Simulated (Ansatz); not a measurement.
All numbers below come from Ansatz, DFT PBE, scalar-relativistic, plane waves, PAW. Cutoff 420 eV, Γ-centred meshes of about 0.25 Å⁻¹ or finer for metals and 0.3 Å⁻¹ for insulators (2π included), Gaussian smearing. No spin polarisation.

Relaxed structures of Be₅Te, with energies over the first row. Coordination counts Be atoms around Te (those within 1.25 times the shortest such distance or 1.15 times the sum of covalent radii, 1.27 where that leaves under three; a slash parts the counts of unlike sites).

```
#  form                                 sites  V (Å³/atom)  coordination  ΔE (meV/atom)
1    P3  Be 1c, 3d, 1b, 1a, 3d, 1c; Te 1a, 1c         16.2        Te 3/6              0
2  P321              Be 1a, 6g, 2d, 1b; Te 2d         12.0          Te 6              7
```

A further structure, relaxed alike:

```yaml
crystal:
  lattice:
    - [3.75749, 0.00000, 0.00000]
    - [-1.87875, 3.25408, 0.00000]
    - [0.00000, 0.00000, 6.65205]
  atoms:
    - { symbol: Be, position: [0.33654, 0.00000, 0.73178] }
    - { symbol: Be, position: [0.00000, 0.33654, 0.73178] }
    - { symbol: Be, position: [0.66346, 0.66346, 0.73178] }
    - { symbol: Be, position: [0.33333, 0.66667, 0.44465] }
    - { symbol: Be, position: [0.66667, 0.33333, 0.44465] }
    - { symbol: Te, position: [0.00000, 0.00000, 0.21471] }
```

Task: Place it among the others.

Result: It is the highest, 217 meV/atom above row 1, with space group P31m (No. 157) and 13.6 Å³/atom. Counting Be atoms around Te, this cell has Te 6 and row 1 has Te 3/6. Be on a site of symmetry m is surrounded by 8 Be at 2.16–2.28 Å; Be on a site of symmetry 3 has 6 Be at 2.17–2.28 Å and 3 Te at 2.65 Å; around Te lie 6 Be at 2.65 Å.

Even the lowest cell shown lies +0.15 eV/atom against the elements' standard structures at this level. For metals, differences of a few meV/atom aren't resolved. These runs have no spin–orbit coupling, which can matter for Te. With atoms moved at random, row 1 and row 2 came back. The further cell had no clear such test and can be a saddle point. Some candidate types were left out of the draw beforehand, so a known form may be missing.
